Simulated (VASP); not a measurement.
**LiF (Griceite): relaxation of cell and atoms with PBE**

Crystal: LiF (Griceite).

```
Li F
1.0
     0.00000    2.01400    2.01400
     2.01400    0.00000    2.01400
     2.01400    2.01400    0.00000
Li F
1 1
Direct
  0.00000 0.00000 0.00000
  0.50000 0.50000 0.50000
```

```
Program                : VASP 6.6.1
Task                   : relaxation of cell and atoms
Functional             : PBE
Potentials or basis    : VASP PAW PBE potentials, release 64 (Li_sv, F)
Cutoff                 : 600 eV
k mesh                 : 12 × 12 × 12
Occupations            : gaussian, width 0.03 eV
Spin                   : no spin polarisation
Further INCAR settings : ALGO = Normal; EDIFF = 1e-06; IBRION = 2; EDIFFG = -0.01; NSW = 90; ISIF = 3
```

* Relaxed volume: 8.31 Å³/atom
* Relaxed cell: a = 2.864 Å, b = 2.864 Å, c = 2.864 Å, α = 60.00°, β = 60.00°, γ = 60.00°
* Space group after relaxing (to 0.05 Å): Fm-3m (No. 225)
* Energy gained by relaxing: 0.7 meV/atom
* Ionic steps: 3
* Pressure after relaxing: 0.2 GPa
* Band gap on the k mesh: 8.94 eV, direct

Step by step:
```csv
step,energy change (eV),largest force (eV/Å),pressure (GPa),volume (Å³)
1,0.0000,0.0000,1.33,16.34
2,-0.0010,0.0000,0.65,16.50
3,-0.0013,0.0000,0.18,16.62
```

Final structure:
```
CELL_PARAMETERS angstrom
0.00000 2.02545 2.02545
2.02545 0.00000 2.02545
2.02545 2.02545 0.00000
ATOMIC_POSITIONS crystal
Li 0.00000 0.00000 0.00000
F 0.50000 0.50000 0.50000
```

Levels at points of the mesh, in eV from the valence-band top:
```tsv
k point	band 1	band 2	band 3	band 4	band 5	band 6	band 7	band 8	band 9
(0.00, 0.00, 0.00)	-40.95	-19.93	0.00	0.00	0.00	8.94	23.74	23.74	23.74
(0.50, 0.00, 0.00)	-40.90	-19.51	-2.47	-0.22	-0.22	10.68	16.53	18.76	18.76
(0.50, 0.50, 0.00)	-40.89	-19.25	-2.93	-0.97	-0.97	14.65	16.39	17.24	20.04
```

Run time: 9.3 s on 1 thread of Intel(R) Xeon(R) 6975P-C (Granite Rapids), with other jobs on the host, peak memory 0.14 GiB.

Caveat: the cutoff is under 1.25 times the usual one of these potentials, so pressure, stress and relaxed cells hold a basis-set (Pulay) error. Zero-point motion and thermal expansion aren't in these numbers.
